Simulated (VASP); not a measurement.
# MnO (Fm-3m) in VASP: further runs, part 2 of 2

VASP 6.6.1.

**3. Band structure, HSE03, collinear spin, ferromagnetic start**

POSCAR reads:

```
MnO
1.0
    0.0000000000      2.2220003300      2.2220003300
    2.2220003300      0.0000000000      2.2220003300
    2.2220003300      2.2220003300      0.0000000000
Mn O
1 1
Direct
    0.0000000000      0.0000000000      0.0000000000
    0.5000000000      0.5000000000      0.5000000000
```

INCAR.step1 reads:

```
  PREC = Accurate
  ENCUT = 520
  EDIFF = 1E-5
  ISMEAR = -1
  SIGMA = 0.05
  LREAL = F
  LASPH = T
  NELM = 150
  ALGO = Normal
  ISIF = 2
  LWAVE = T
  LCHARG = F
  ISPIN = 2
  MAGMOM = 4 0
  LORBIT = 11
  LMAXMIX = 4
  GGA = PE
```

INCAR.step2 reads:

```
  PREC = Accurate
  ENCUT = 520
  EDIFF = 1E-6
  ISMEAR = -1
  SIGMA = 0.05
  LREAL = F
  LASPH = T
  NELM = 150
  ALGO = Normal
  ISIF = 2
  LWAVE = F
  LCHARG = F
  ISPIN = 2
  MAGMOM = 4 0
  LORBIT = 11
  LMAXMIX = 4
  GGA = PE
  LHFCALC = T
  HFSCREEN = 0.3
  PRECFOCK = Fast
  ISTART = 1
```

KPOINTS reads:

```
regular mesh
0
Gamma
  5 5 5
```

KPOINTS_OPT reads:

```
path GXWKGLUWLK,UX
8
line-mode
reciprocal
 0.0000000000  0.0000000000  0.0000000000  G
 0.5000000000  0.0000000000  0.5000000000  X

 0.5000000000  0.0000000000  0.5000000000  X
 0.5000000000  0.2500000000  0.7500000000  W

 0.5000000000  0.2500000000  0.7500000000  W
 0.3750000000  0.3750000000  0.7500000000  K

 0.3750000000  0.3750000000  0.7500000000  K
 0.0000000000  0.0000000000  0.0000000000  G

 0.0000000000  0.0000000000  0.0000000000  G
 0.5000000000  0.5000000000  0.5000000000  L

 0.5000000000  0.5000000000  0.5000000000  L
 0.6250000000  0.2500000000  0.6250000000  U

 0.6250000000  0.2500000000  0.6250000000  U
 0.5000000000  0.2500000000  0.7500000000  W

 0.5000000000  0.2500000000  0.7500000000  W
 0.5000000000  0.5000000000  0.5000000000  L

 0.5000000000  0.5000000000  0.5000000000  L
 0.3750000000  0.3750000000  0.7500000000  K

 0.6250000000  0.2500000000  0.6250000000  U
 0.5000000000  0.0000000000  0.5000000000  X
```

Potentials or basis: VASP PAW PBE potentials, release 64 (Mn_pv, O).

Launch:

```bash
$ cat potpaw_PBE.64/Mn_pv/POTCAR potpaw_PBE.64/O/POTCAR > POTCAR
$ cp INCAR.step1 INCAR
$ mpirun -np 1 vasp_std > vasp.out
$ cp INCAR.step2 INCAR
$ mpirun -np 1 vasp_std > vasp.out
```

OUTCAR:

```text
PREC = Accurate
   ENCUT = 520
   EDIFF = 1E-6
   ISMEAR = -1
   LREAL = F
   LASPH = T
   NELM = 150
   ISIF = 2
   ISPIN = 2
   LORBIT = 11
   GGA = PE
   LHFCALC = T
   HFSCREEN = 0.3
   PRECFOCK = Fast
   ISTART = 1

 ion  position               nearest neighbor table
   1  0.000  0.000  0.000-   2 2.22   2 2.22   2 2.22   2 2.22   2 2.22   2 2.22
   2  0.500  0.500  0.500-   1 2.22   1 2.22   1 2.22   1 2.22   1 2.22   1 2.22

  LATTYP: Found a face centered cubic cell.
 ALAT       =     4.4440006600

  Lattice vectors:

 A1 = (   0.0000000000,   2.2220003300,   2.2220003300)
 A2 = (   2.2220003300,   0.0000000000,   2.2220003300)
 A3 = (   2.2220003300,   2.2220003300,   0.0000000000)

Analysis of symmetry for initial positions (statically):
=====================================================================
 Subroutine PRICEL returns:
 Original cell was already a primitive cell.

 Routine SETGRP: Setting up the symmetry group for a
 face centered cubic supercell.

 Subroutine GETGRP returns: Found 48 space group operations
 (whereof 48 operations were pure point group operations)
 out of a pool of 48 trial point group operations.

The static configuration has the point symmetry O_h .

Analysis of symmetry for dynamics (positions and initial velocities):
=====================================================================
 Subroutine PRICEL returns:
 Original cell was already a primitive cell.

 Routine SETGRP: Setting up the symmetry group for a
 face centered cubic supercell.

 Subroutine GETGRP returns: Found 48 space group operations
 (whereof 48 operations were pure point group operations)
 out of a pool of 48 trial point group operations.

The dynamic configuration has the point symmetry O_h .

Analysis of structural, dynamic, and magnetic symmetry:
=====================================================================
 Subroutine PRICEL returns:
 Original cell was already a primitive cell.

 Routine SETGRP: Setting up the symmetry group for a
[... 327 lines left out ...]
      8       3.0379      1.00000
      9       3.2653      1.00000
     10       3.7070      1.00000
     11       3.9189      1.00000
     12       5.2368      1.00000
     13      14.5892      0.00000
     14      16.2990      0.00000
     15      16.8102      0.00000
 Fermi energy:         6.8681675428

 spin component 2

 k-point     1 :       0.0000    0.0000    0.0000
  band No.  band energies     occupation
      1     -40.4735      1.00000
      2     -40.4735      1.00000
      3     -40.4735      1.00000
      4     -14.5074      1.00000
      5       3.5543      1.00000
      6       3.5543      1.00000
      7       3.5544      1.00000
      8       8.8622      0.00000
      9      10.1341      0.00000
     10      10.1341      0.00000
     11      10.1341      0.00000
     12      10.8758      0.00000
     13      10.8758      0.00000
     14      22.7235      0.00000
[... 149 lines left out ...]
      2     -40.5201      1.00000
      3     -40.4994      1.00000
      4     -13.4383      1.00000
      5       0.3929      1.00000
      6       1.4472      1.00000
      7       1.8896      1.00000
      8      10.0423      0.00000
      9      11.2975      0.00000
     10      11.8636      0.00000
     11      12.1863      0.00000
     12      12.7571      0.00000
     13      16.4748      0.00000
     14      18.1138      0.00000
     15      19.0773      0.00000

------------------------ aborting loop because EDIFF is reached ----------------------------------------

  FORCE on cell =-STRESS in cart. coord.  units (eV):
  Direction    XX          YY          ZZ          XY          YZ          ZX
  --------------------------------------------------------------------------------------
  -------------------------------------------------------------------------------------
  Total        0.2764145      0.2764145      0.2764145      0.0000000      0.0000000     -0.0000000
  in kB       20.1840875     20.1840875     20.1840875      0.0000000      0.0000000     -0.0000000
  external PRESSURE =      20.1840875 kB  Pullay stress =       0.0000000 kB

 VOLUME and BASIS-vectors are now :
 -----------------------------------------------------------------------------
  energy-cutoff  :      520.00
  volume of cell :       21.94
      direct lattice vectors                 reciprocal lattice vectors
     0.000000000  2.222000330  2.222000330    -0.225022469  0.225022469  0.225022469
     2.222000330  0.000000000  2.222000330     0.225022469 -0.225022469  0.225022469
     2.222000330  2.222000330  0.000000000     0.225022469  0.225022469 -0.225022469

 POSITION                                       TOTAL-FORCE (eV/Angst)
 -----------------------------------------------------------------------------------
      0.00000      0.00000      0.00000         0.000000      0.000000      0.000000
      2.22200      2.22200      2.22200         0.000000      0.000000      0.000000
 -----------------------------------------------------------------------------------
    total drift:                                0.000000      0.000000      0.000000

  FREE ENERGIE OF THE ION-ELECTRON SYSTEM (eV)
  ---------------------------------------------------
  free  energy   TOTEN  =       -23.0464294748 eV

  energy  without entropy=      -23.0464292150  energy(sigma->0) =      -23.04642934

 total charge

# of ion       s       p       d       tot
------------------------------------------
    1        0.197   6.177   4.952  11.327
    2        1.557   3.482   0.000   5.039
--------------------------------------------------
tot          1.754   9.659   4.952  16.366

 magnetization (x)

# of ion       s       p       d       tot
------------------------------------------
    1        0.025   0.019   4.538   4.583
    2        0.026   0.174   0.000   0.200
--------------------------------------------------
tot          0.052   0.193   4.538   4.783
```

OSZICAR.step1:

```text
N       E                     dE             d eps       ncg     rms          rms(c)
DAV:   1     0.154865156813E+03    0.15487E+03   -0.11253E+04   622   0.150E+03
DAV:   2    -0.116264725414E+02   -0.16649E+03   -0.15856E+03   684   0.383E+02
DAV:   3    -0.186517987212E+02   -0.70253E+01   -0.69881E+01   635   0.877E+01
DAV:   4    -0.187148512606E+02   -0.63053E-01   -0.63044E-01   719   0.880E+00
DAV:   5    -0.187156923894E+02   -0.84113E-03   -0.84113E-03   635   0.987E-01    0.139E+01
DAV:   6    -0.166986322630E+02    0.20171E+01   -0.14686E+01   755   0.453E+01    0.127E+01
DAV:   7    -0.164009742077E+02    0.29766E+00   -0.16946E+00   707   0.215E+01    0.783E+00
DAV:   8    -0.164112108517E+02   -0.10237E-01   -0.14905E-01   600   0.359E+00    0.497E+00
DAV:   9    -0.163841875512E+02    0.27023E-01   -0.86050E-02   659   0.357E+00    0.217E+00
DAV:  10    -0.163988797492E+02   -0.14692E-01   -0.17096E-02   623   0.174E+00    0.356E-01
DAV:  11    -0.163983183996E+02    0.56135E-03   -0.32214E-03   614   0.508E-01    0.148E-01
DAV:  12    -0.163983810989E+02   -0.62699E-04   -0.35724E-04   672   0.204E-01    0.904E-02
DAV:  13    -0.163983807015E+02    0.39736E-06   -0.25938E-05   536   0.523E-02
   1 F= -.16398381E+02 E0= -.16391959E+02  d E =-.128428E-01  mag=     4.8549
```

Wall time 42 min (1 thread of Intel Xeon Platinum 8259CL at 2.50GHz (Skylake/Cascade Lake), shared host); peak memory 0.27 GiB.

What came out:

* Free energy: -23.0464 eV
* Pressure: 2.0 GPa
* Band gap on the k mesh: 1.22 eV, indirect (least direct gap 3.85 eV)
* Band gap along the path: 1.02 eV, indirect (least direct gap 3.85 eV)
* Net moment: 5.00 μB per cell
* Site moments: Mn +4.58; O +0.20 μB
* Valence electrons inside the program's atomic spheres: Mn 11.33; O 5.04

Caveat: the k mesh is coarse (spacing up to 0.49 Å⁻¹), so the values aren't converged, least of all with exact exchange; the PAW data sets were made with another functional, which shifts forces and pressure a little; the mesh misses the band edges, which the band path finds closer together; a cell with one magnetic atom can't hold antiferromagnetic order, which such compounds often take.
